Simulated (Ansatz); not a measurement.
## FeCo$_{3}$: why energy differences converge before total energies

The calculation used Ansatz, DFT PBEsol, scalar-relativistic, plane waves, PAW.

```
CELL_PARAMETERS angstrom
3.53570 0.00000 0.00000
0.00000 3.53570 0.00000
0.00000 0.00000 3.53570
ATOMIC_POSITIONS crystal
Fe 0.00000 0.00000 0.00000
Co 0.50000 0.50000 0.00000
Co 0.50000 0.00000 0.50000
Co 0.00000 0.50000 0.50000
```

The Γ-centred k-mesh is 12×12×12. The occupation rule is Gaussian smearing, 0.1 eV and the list of starting moments (μB, in atom order) is 2.85 1.83 1.83 1.83. The check for lower electronic states after the SCF is on.

A second cell has all atoms moved and the lattice slightly strained:

```yaml
crystal:
  lattice:
    - [3.57215, -0.02753, -0.01812]
    - [-0.02753, 3.56895, -0.02325]
    - [-0.01812, -0.02325, 3.50755]
  atoms:
    - { symbol: Fe, position: [0.02607, 0.03260, 0.95222] }
    - { symbol: Co, position: [0.45795, 0.48838, 0.94867] }
    - { symbol: Co, position: [0.50974, 0.95252, 0.51855] }
    - { symbol: Co, position: [0.01070, 0.44781, 0.49905] }
```

It ran on a 8×8×8 mesh, another than the first cell's, which shifts the difference by nearly the same amount at every cutoff. Both were run at several values of the cutoff; energies per atom at zero smearing, errors against the largest value (600 eV), which isn't proved converged itself.

```
cutoff error, first cell (meV) error, second cell (meV)
200 eV                 20614.20                  20274.58
250 eV                  4000.28                   3902.73
300 eV                   526.55                    557.05
350 eV                    49.09                     52.45
420 eV                     2.84                      2.96
```

At the largest value the second cell lies 221.51 meV/atom above the first. What is the error of that difference at each value, and where does each quantity come within 1 meV/atom?

The error of the difference is the second cell's error less the first's:
| cutoff | difference (meV) | its error (meV) |
| --- | --- | --- |
| 200 eV | -118.11 | -339.62 |
| 250 eV | 123.97 | -97.55 |
| 300 eV | 252.02 | 30.51 |
| 350 eV | 224.87 | 3.35 |
| 420 eV | 221.63 | 0.11 |

No value below the largest brings the first cell's total energy within 1 meV/atom, while the difference is there from 420 eV on. Most of the error cancels, by a factor of about 25 in the median. A missing short wave mostly misdescribes the region near each nucleus, which both cells share; what doesn't cancel comes largely from the change of volume and bonding.

6 further runs of this set aren't shown.

The cancellation is useful only once the basis describes the compact 3d shells of Fe and Co reasonably well. At 200 eV it removes most of a huge error, yet what remains still reverses the energy order and makes the distorted cell look more stable. Nor is the approach to the final difference one-sided: it is too small at 200 and 250 eV and too large from 300 eV on, so two neighbouring cutoffs wouldn't safely show its limit.

The change of sign suggests competing contributions. At a fixed cutoff the slightly larger second cell holds more plane waves per atom, which favours it when the basis is poor. Its displacements also shorten some metal–metal contacts, and the sharper density variation there probably needs more short waves, leaving it with the larger error at higher cutoffs. Those compressed contacts, through Pauli repulsion, also plausibly account for much of its energy cost. Convergence of this difference doesn't carry over to the stress, which depends on how the basis error changes with volume.
